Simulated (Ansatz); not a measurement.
SiNi:

```xyz
8
Lattice="4.5037 0.0000 0.0000 0.0000 4.5037 0.0000 0.0000 0.0000 4.5037" Properties=species:S:1:pos:R:3 pbc="T T T"
Ni    0.6733    0.6733    0.6733
Ni    2.9252    1.5785    3.8304
Ni    3.8304    2.9252    1.5785
Ni    1.5785    3.8304    2.9252
Si    3.8139    3.8139    3.8139
Si    1.5620    2.9417    0.6898
Si    0.6898    1.5620    2.9417
Si    2.9417    0.6898    1.5620
```

The cell is a database's computed one.

Base run:

| Property | Result |
| --- | --- |
| Program | Ansatz 0.2.0 |
| Functional | BLYP |
| Potentials or basis | Ansatz PAW |
| Cutoff | 420 eV |
| Density cutoff | 1680 eV |
| k mesh | 6 × 6 × 6 |
| Occupations | fermi-dirac, width 0.05 eV |
| Spin | collinear spin, ferromagnetic start |
| Starting moments | [1.0, 1.0, 1.0, 1.0, 0.0, 0.0, 0.0, 0.0] μB |

Its results: band gap on the k mesh none (metal or under the smearing width); pressure 11.0 GPa; net moment 0.00 μB per cell; largest force 0.066 eV/Å.

Q: The run is repeated on the same cell with these changes: functional from BLYP to PBEsol. What comes out?

A: Band gap on the k mesh none (metal or under the smearing width); pressure -4.6 GPa; net moment 0.00 μB per cell; largest force 0.038 eV/Å.

PBEsol binds more tightly than BLYP, so the same cell stands under less pressure.

Caveats: the PAW data sets come from PBE, with cores solved anew for the run's functional, which leaves a small shift of forces and pressure; the potentials were made for another functional, which shifts forces and pressure (some runs).

Not every run made on this cell is shown here.
